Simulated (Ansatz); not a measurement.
System: MgO (rock salt type), 2 atoms in the cell.

```
CELL_PARAMETERS angstrom
0.00000 2.12500 2.12500
2.12500 0.00000 2.12500
2.12500 2.12500 0.00000
ATOMIC_POSITIONS crystal
Mg 0.00000 0.00000 0.00000
O 0.50000 0.50000 0.50000
```

The calculation used Ansatz 0.2.0 development build, HSE06, plane waves, PAW datasets (generated soft set 1).

Cutoff 420 eV; exchange singularity: regularized; k-mesh 8×8×8 Γ-centred; Fermi–Dirac smearing of 0.02 eV; no spin polarisation.

(1) How large is the gap on this mesh, is it direct, and where do the band edges lie (fractions of the reciprocal vectors of this cell)?

(2) List the levels near the gap at (0.000, 0.000, 0.000), (0.000, 0.000, 0.375), (0.000, 0.250, 0.375), (0.000, 0.375, 0.375), (0.125, 0.250, 0.375), in eV from the top of the valence band (v1 is the highest filled band, c1 the lowest empty one).

Results:

(1) 6.20 eV, direct at (0.000, 0.000, 0.000).

(2) 
| k | v4 | v3 | v2 | v1 | c1 | c2 | c3 |
| --- | --- | --- | --- | --- | --- | --- | --- |
| (0.000, 0.000, 0.000) | -18.67 | 0.00 | 0.00 | 0.00 | 6.20 | 17.60 | 17.60 |
| (0.000, 0.000, 0.375) | -17.58 | -4.21 | -0.59 | -0.59 | 9.42 | 14.27 | 18.28 |
| (0.000, 0.250, 0.375) | -17.56 | -3.49 | -1.24 | -1.00 | 10.86 | 12.39 | 15.94 |
| (0.000, 0.375, 0.375) | -17.36 | -3.85 | -1.24 | -1.24 | 11.34 | 11.37 | 15.26 |
| (0.125, 0.250, 0.375) | -17.76 | -3.11 | -1.19 | -0.64 | 10.15 | 13.24 | 16.87 |
